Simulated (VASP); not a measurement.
Crystal: ZnS.

```xyz
2
Lattice="0.0000 2.7020 2.7020 2.7020 0.0000 2.7020 2.7020 2.7020 0.0000" Properties=species:S:1:pos:R:3 pbc="T T T"
Zn    1.3510    1.3510    1.3510
S     0.0000    0.0000    0.0000
```

| Property | Result |
| --- | --- |
| Program | VASP 6.6.1 |
| Task | relaxation of cell and atoms |
| Functional | LDA |
| Potentials or basis | VASP PAW LDA potentials, release 64 (Zn, S) |
| Cutoff | 600 eV |
| k mesh | 10 × 10 × 10 |
| Occupations | gaussian, width 0.03 eV |
| Spin | no spin polarisation |

At the start: pressure -4.3 GPa; volume 19.73 Å³/atom.

Q: How do energy, volume and symmetry change on relaxing?

A: Over 5 steps the energy falls by 15.7 meV/atom and the volume is 18.63 Å³/atom (-5.5 %); space group F-43m (No. 216, to 0.05 Å).

The path:
```
step  energy change (eV)  largest force (eV/Å)  pressure (GPa)  volume (Å³)
   1              0.0000                0.0000           -4.27        39.45
   2             -0.0275                0.0000            1.78        36.53
   3             -0.0314                0.0000           -0.13        37.24
   4             -0.0314                0.0000            0.12        37.19
   5             -0.0314                0.0000            0.01        37.26
```

Final structure:
```cif
data_structure
_symmetry_space_group_name_H-M 'P 1'
_symmetry_Int_Tables_number 1
_cell_length_a 3.7492
_cell_length_b 3.7492
_cell_length_c 3.7492
_cell_angle_alpha 60.000
_cell_angle_beta 60.000
_cell_angle_gamma 60.000
_cell_volume 37.26
loop_
_atom_site_label
_atom_site_type_symbol
_atom_site_fract_x
_atom_site_fract_y
_atom_site_fract_z
_atom_site_occupancy
Zn1 Zn 0.25000 0.25000 0.25000 1
S1 S 0.00000 0.00000 0.00000 1
```
